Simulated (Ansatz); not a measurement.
# Nb under compression and expansion

Space group Pm-3m (No. 221). a = 2.717 Å, b = 2.717 Å, c = 2.717 Å, α = 90.00°, β = 90.00°, γ = 90.00°
| atom | site | symmetry | x | y | z |
| --- | --- | --- | --- | --- | --- |
| Nb | 1a | m-3m | 0.0000 | 0.0000 | 0.0000 |

The runs use the primitive cell with vectors (2.717, 0.000, 0.000), (0.000, 2.717, 0.000), (0.000, 0.000, 2.717) Å, to which the k mesh refers.

Symmetry: Pm-3m, No. 221, cubic system. The conventional cell has a = 2.717 Å, b = 2.717 Å, c = 2.717 Å, α = 90.00°, β = 90.00°, γ = 90.00°. Nb (site symmetry m-3m) has 6 Nb at 2.72 Å as nearest neighbours.

The structure comes from a relaxation in the same program, started in the sc type, and has space group Pm-3m. Whether it is a known phase or the ground state wasn't checked.

Spin polarisation is left out, and whether a magnetic state lies lower isn't shown here.

Levels of theory: DFT, PBE, all-electron LAPW, scalar-relativistic (Ansatz 0.2.0); DFT, PBE, PAW with Ansatz's default frozen-core files, scalar-relativistic (Ansatz 0.2.0).

For LAPW: a Γ-centred 13×13×13 k mesh, Fermi–Dirac smearing of 0.03 eV, basis error target 0.5 meV/atom, no spin polarisation. PAW takes a cutoff of 420 eV at this cell. The Ansatz runs share mesh, smearing and spin set-up. Plane-wave (PAW) pressures include the program's estimate of the Pulay term.

The cell above is scaled evenly, with fractional coordinates and shape held.

(1) Estimate the equilibrium volume and bulk modulus that full-potential LAPW gives for this fixed shape.

Answers

(1) V0 = 20.05 Å³/atom, B0 = 134 GPa, B0′ = 4.0, from a third-order Birch–Murnaghan fit to these pressures:
```json
{"V/V(cell)": "0.9600", "V (Å³/atom)": "19.250", "P, LAPW (GPa)": "5.91", "P, PAW (GPa)": "5.91"}
{"V/V(cell)": "0.9800", "V (Å³/atom)": "19.651", "P, LAPW (GPa)": "2.80", "P, PAW (GPa)": "2.80"}
{"V/V(cell)": "1.0000", "V (Å³/atom)": "20.052", "P, LAPW (GPa)": "-0.01", "P, PAW (GPa)": "-0.01"}
{"V/V(cell)": "1.0200", "V (Å³/atom)": "20.453", "P, LAPW (GPa)": "-2.55", "P, PAW (GPa)": "-2.55"}
{"V/V(cell)": "1.0400", "V (Å³/atom)": "20.854", "P, LAPW (GPa)": "-4.85", "P, PAW (GPa)": "-4.85"}
```
